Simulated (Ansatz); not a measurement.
# La (Lanthanum): the cost of one run

Program: Ansatz 0.2.0. Level of theory: DFT PBE, scalar-relativistic, plane waves, PAW. These are calculated values, not measurements.

1 further run of the same task is left out (set aside as unsound or not needed).

## 1. The system as given

It takes space group P6_3/mmc (No. 194, hexagonal). Conventional cell: a = 3.771 Å, b = 3.771 Å, c = 6.110 Å, α = 90.00°, β = 90.00°, γ = 120.00°. Around La (site symmetry -6m2) lie 12 La at 3.75 to 3.77 Å.

Coordinates:

```cif
data_structure
_symmetry_space_group_name_H-M 'P6_3/mmc'
_symmetry_Int_Tables_number 194
_cell_length_a 3.7713
_cell_length_b 3.7713
_cell_length_c 6.1099
_cell_angle_alpha 90.000
_cell_angle_beta 90.000
_cell_angle_gamma 120.000
_cell_volume 75.26
loop_
_atom_site_label
_atom_site_type_symbol
_atom_site_symmetry_multiplicity
_atom_site_Wyckoff_symbol
_atom_site_fract_x
_atom_site_fract_y
_atom_site_fract_z
_atom_site_occupancy
La1 La 2 c 0.33333 0.66667 0.25000 1
```

This cell was relaxed beforehand with the same method: volume 37.63 Å³/atom, gap on the mesh none (metal).

The bulk reference comes from a run made before at the same settings: -6250.0660 eV/atom.

## 2. The (101) slab

Miller indices refer to the conventional cell of the relaxed bulk, P6_3/mmc (No. 194): a = 3.771 Å, b = 3.771 Å, c = 6.110 Å, α = 90.00°, β = 90.00°, γ = 120.00°.

Cut from the relaxed bulk: a (101) slab, 3.4 Å thick as cut, with 15 Å of vacuum; its outer planes are La (top) and La (bottom).

The slab as cut. Its planes from the bottom up:

```tsv
plane	atoms per cell	height over the lowest (Å)
1	La	0.00
2	La	0.48
3	La	2.88
4	La	3.36
```

## 3. Single point on the unrelaxed (101) slab

The cell repeats along c, and a dipole correction in the vacuum removes the field between the copies.

File input.yaml:

```yaml
crystal:
  lattice:
    - [3.7712917996, 0.0, 0.0]
    - [-1.8856458998, 6.9280244179, 0.0]
    - [0.0, 0.0, 18.3603946923]
  atoms:
    - { symbol: La, position: [0.7824201773, 0.5648403546, 0.4084879506] }
    - { symbol: La, position: [0.0509401982, 0.1018803963, 0.4346342504] }
    - { symbol: La, position: [0.3935403025, 0.7870806049, 0.5653657496] }
    - { symbol: La, position: [0.6620603233, 0.3241206466, 0.5915120494] }
basis:
  ecutwfc: 420
kpoints:
  mp_grid: { grid: [10, 5, 1] }
hamiltonian:
  xc: pbe
scf:
  occupations: { method: gaussian, width: 0.1 }
output:
  forces: true
  stress: true
  eigenvalues: true
efield:
  axis: 3
  dipole_correction: true
```

Started as:

```sh
$ ansatz run input.yaml --threads 1 --pin off --max-ram 2560MiB --backend cpu --events-out ev --progress --plain --runs-dir out
```

Q: Estimate wall time and peak memory on 1 thread of Arm Neoverse N1, shared host.

About 69 s, with a peak of 0.62 GiB.
